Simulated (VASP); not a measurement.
A run of VASP 6.6.1 is set up as follows.

INCAR

```
PREC     = Accurate       # precision mode
ENCUT    = 600            # plane-wave cutoff, eV
EDIFF    = 1E-6           # SCF threshold, eV
ISMEAR   = -1             # smearing method
SIGMA    = 0.05           # smearing width, eV
LREAL    = False          # projectors in reciprocal space
LASPH    = True           # aspherical terms in the spheres
NELM     = 60             # most SCF steps
ALGO     = Normal         # electronic algorithm
ISIF     = 3              # what is computed and relaxed
LWAVE    = False          # write WAVECAR
LCHARG   = False          # write CHGCAR
GGA      = B5             # functional
ALDAX    = 1.0          
AGGAX    = 1.0          
AGGAC    = 1.0          
ALDAC    = 0.0          
IBRION   = 2              # ionic algorithm
NSW      = 60             # ionic steps
EDIFFG   = -0.01          # ionic threshold
```

KPOINTS

```
regular mesh
0
Gamma
  6 6 9
```

File POSCAR:

```
TiO2
1.0
    4.5998373239      0.0000000000      0.0000000000
    0.0000000000      4.5998373239      0.0000000000
    0.0000000000      0.0000000000      2.9592135600
Ti O
2 4
Direct
    0.0000000000      0.0000000000      0.5000000000
    0.5000000000      0.5000000000      0.0000000000
    0.3043213200      0.3043213200      0.5000000000
    0.1956786800      0.8043213200      0.0000000000
    0.8043213200      0.1956786800      0.0000000000
    0.6956786800      0.6956786800      0.5000000000
```

Potentials or basis: VASP PAW PBE potentials, release 64 (Ti_sv, O).

The run is started by

```console
$ cat potpaw_PBE.64/Ti_sv/POTCAR potpaw_PBE.64/O/POTCAR > POTCAR
$ mpirun -np 1 vasp_std > vasp.out
```

Q: Predict the relaxed volume.

A: 10.95 Å³/atom.

Q: Predict the relaxed cell.

A: a = 4.688 Å, b = 4.688 Å, c = 2.990 Å, α = 90.00°, β = 90.00°, γ = 90.00°.

Q: What does it give for the band gap on the k mesh?

A: 1.77 eV, direct.

Final structure:
```
CELL_PARAMETERS angstrom
4.68791 0.00000 0.00000
0.00000 4.68791 0.00000
0.00000 0.00000 2.99016
ATOMIC_POSITIONS crystal
Ti 0.00000 0.00000 0.50000
Ti 0.50000 0.50000 0.00000
O 0.30544 0.30544 0.50000
O 0.19456 0.80544 0.00000
O 0.80544 0.19456 0.00000
O 0.69456 0.69456 0.50000
```

Caveat: the PAW data sets were made with another functional, which shifts forces and pressure a little; an odd mesh through Γ misses points on the zone boundary, where band edges often lie.
